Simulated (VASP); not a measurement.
Runs of VASP 6.6.1 on CaS. It takes space group Fm-3m (No. 225, cubic). Conventional cell: a = 5.564 Å, b = 5.564 Å, c = 5.564 Å, α = 90.00°, β = 90.00°, γ = 90.00°. Ca (site symmetry m-3m) is surrounded by 6 S at 2.78 Å. Around S (site symmetry m-3m) lie 6 Ca at 2.78 Å. 

```tsv
task	cell	cutoff (eV)	smearing	target pressure	gap on the mesh (eV)	pressure (GPa)
relaxation of cell and atoms	relaxed to 25 GPa	600	gaussian 0.01 eV	25 GPa	(b)	25.0
single point	Fm-3m, 17.1 Å³/atom	520	gaussian 0.01 eV	-	1.10	25.6
single point	Fm-3m, 21.54 Å³/atom	520	gaussian 0.02 eV	-	1.96	(a)
relaxation of cell and atoms	relaxed	600	gaussian 0.02 eV	-	1.97	0.0
```

Alike in all rows: level LDA; potentials or basis VASP PAW LDA potentials, release 64 (Ca_sv, S); no spin polarisation; k mesh 8 × 8 × 8.

Q: Fill in the values left out.

A: (a) 0.2; (b) 1.12.

Caveats: the cell is relaxed towards a set pressure, so the enthalpy falls and the energy may rise (some runs); the volume moved by over 15 % at a fixed basis, so the end points are rough (some runs); so large a pressure means that the cell lies far from this level's equilibrium, or that cutoff or potentials fall short (some runs).

A k mesh can miss the band edges.
